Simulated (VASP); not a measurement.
Crystal: CO2.

```
O C
1.0
     2.63591   -2.38738    0.00000
     2.63591    2.38738    0.00000
     0.00000    0.00000    6.58717
O C
4 2
Direct
  0.30651 0.69349 0.60816
  0.69349 0.30651 0.39184
  0.19349 0.80651 0.10816
  0.80651 0.19349 0.89184
  0.50000 0.50000 0.50000
  0.00000 0.00000 0.00000
```

The cell comes from a database or a generator and needn't be the stable form of this composition.

Base run:

* Program: VASP 6.6.1
* Functional: r2SCAN
* Potentials or basis: VASP PAW PBE potentials, release 64 (O, C)
* Cutoff: 520 eV
* k mesh: 8 × 8 × 4
* Occupations: gaussian, width 0.02 eV
* Spin: no spin polarisation

Its results: band gap on the k mesh 7.22 eV, indirect (least direct gap 7.79 eV); pressure 0.4 GPa; largest force 0.055 eV/Å.

**Question.** The run is repeated on the same cell with these changes: functional from r2SCAN to LDA; potentials or basis from VASP PAW PBE potentials, release 64 (O, C) to VASP PAW LDA potentials, release 64 (O, C). What comes out?

**Answer.** Band gap on the k mesh 6.30 eV, indirect (least direct gap 6.88 eV); pressure -0.8 GPa; largest force 0.196 eV/Å.

Caveats: the standard files for N, O and F lose accuracy on very short bonds; the PAW data sets were made with another functional, which shifts forces and pressure a little (some runs).
